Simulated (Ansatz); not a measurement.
## TaN — field gradients at the nuclei

The cell is a COD entry.

```
CELL_PARAMETERS angstrom
2.93800 0.00000 0.00000
-1.46900 2.54438 0.00000
0.00000 0.00000 2.88300
ATOMIC_POSITIONS crystal
Ta 0.33333 0.66667 0.50000
N 0.00000 0.00000 0.00000
```

Sites (sets of like atoms) are named by element and the number of their first atom in this list.

The numbers come from a DFT calculation in Ansatz (PBE, plane waves and PAW, scalar-relativistic, collinear spin, 420 eV cutoff, Γ-centred 18×18×16 k-points, Fermi–Dirac smearing 0.05 eV). Start moments as typed (μB): 2 on each Ta, none on the rest.

Conventions: |V_zz| ≥ |V_yy| ≥ |V_xx|, η = (V_xx − V_yy)/V_zz, C_Q = eQV_zz/h.

¹⁸¹Ta: I = 7/2, Q = 3170 mb; 14N: I = 1, Q = 20.44 mb. Q values from Pyykkö, Mol. Phys. 116, 1328 (2018).

Task: What field gradients does the calculation give at each kind of site?

Result: 

```
site  atoms (order as listed)     first shell  V_zz (10²¹ V/m²)     η  C_Q (MHz)
  Ta                        1   6 N at 2.23 Å              5.22  0.00        400
   N                        2  6 Ta at 2.23 Å             0.099  0.00      0.049
```

An axis of threefold or higher order runs through Ta and N, so V_zz lies along it and η is zero.

At this cell the principal stresses reach 5 GPa in size with PBE, which can matter for small gradients. With no gap above 0.1 eV, as in a metal, the gradients converge slowly in k; expect changes of a tenth or more on a denser mesh. Without spin–orbit coupling the gradients at and beside Ta can be off by some per cent, at some sites by more. With these PAW files V_zz is typically within 2 to 3 % of all-electron values, but misses above 10 % occur on Ta. Semilocal functionals make gaps too small and can close them, so the real compound need not be a metal. The start moments die out, and the run ends without spin.
